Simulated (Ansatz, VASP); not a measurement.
**AgCl in VASP and in Ansatz**

```
Ag Cl
1.0
     3.43397    0.00000    0.00000
     0.00000    3.43397    0.00000
     0.00000    0.00000    3.43397
Ag Cl
1 1
Direct
  0.00000 0.00000 0.00000
  0.50000 0.50000 0.50000
```

Measurements of this composition are mostly on another form, of space group No. 225.

Alike in both runs: task single point; functional PBEsol; k mesh 6 × 6 × 6; occupations gaussian, width 0.1 eV; no spin polarisation.

```csv
,VASP,Ansatz
version,VASP 6.6.1,Ansatz 0.2.0
potentials or method,"VASP PAW PBE potentials, release 64 (Ag, Cl)","scalar-relativistic, plane waves, PAW"
plane-wave cutoff (eV),520,420
valence electrons in the cell,18,26
```

Ansatz gave:

```
gap on the k mesh at the Fermi level (eV) : 0.41
least direct gap on the mesh (eV)         : 1.93
pressure (GPa)                            : -4.6
```

**Question.** What did VASP give for the same quantities?

**Answer.** gap on the k mesh at the Fermi level (eV): 0.41; least direct gap on the mesh (eV): 1.93; pressure (GPa): -4.7.

The functional is the same, so the differences come from potentials, cutoffs and numerics. The two sets of potentials don't hold the same shells in valence.

Caveats: the PAW data sets were made with another functional, which shifts forces and pressure a little (VASP). Expect the measured gap to be larger: semilocal functionals such as PBEsol lack the derivative discontinuity. A k mesh can miss the band edges.
